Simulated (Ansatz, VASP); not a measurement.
## Two plane-wave programs on Al

INCAR

```
SYSTEM = Al
PREC = Accurate
ENCUT = 520
EDIFF = 1E-7
ISMEAR = 0
SIGMA = 0.1
LREAL = .FALSE.
LASPH = .TRUE.
NELM = 80
ALGO = Normal
ISIF = 2
LWAVE = .FALSE.
LCHARG = .FALSE.
GGA = PS
NBANDS = 8
```

KPOINTS

```
Automatic mesh
0
G
  18 18 18
  0 0 0
```

File POSCAR:

```
Al
1.0
    0.0000000000      2.0726056292      2.0726056292
    2.0726056292      0.0000000000      2.0726056292
    2.0726056292      2.0726056292      0.0000000000
Al
1
Direct
    0.0000000000      0.0000000000      0.0000000000
```

Input for Ansatz:

```yaml
crystal:
  lattice:
    - [0.0, 2.0726056292, 2.0726056292]
    - [2.0726056292, 0.0, 2.0726056292]
    - [2.0726056292, 2.0726056292, 0.0]
  atoms:
    - { symbol: Al, position: [0.0, 0.0, 0.0] }
basis:
  ecutwfc: 420
kpoints:
  mp_grid: { grid: [18, 18, 18] }
hamiltonian:
  xc: pbesol
scf:
  occupations: { method: gaussian, width: 0.1 }
output:
  forces: true
  stress: true
  eigenvalues: true
```

Alike in both runs: task single point; functional PBEsol; k mesh 18 × 18 × 18; occupations gaussian, width 0.1 eV; no spin polarisation.

|  | VASP | Ansatz |
| --- | --- | --- |
| version | VASP 6.6.1 | Ansatz 0.2.0 |
| potentials or method | VASP PAW PBE potentials, release 64 (Al) | scalar-relativistic, plane waves, PAW |
| plane-wave cutoff (eV) | 520 | 420 |
| valence electrons in the cell | 3 | 3 |

|  | VASP | Ansatz | Ansatz less VASP |
| --- | --- | --- | --- |
| gap on the k mesh at the Fermi level (eV) | none | none | - |
| pressure (GPa) | -6.3 | -6.3 | -0.04 |

A gap of «none» marks a metal or a gap that the smearing closes. With one functional, cell and mesh, what is left measures potentials, basis and numerics.

Caveats: the PAW data sets were made with another functional, which shifts forces and pressure a little (VASP).
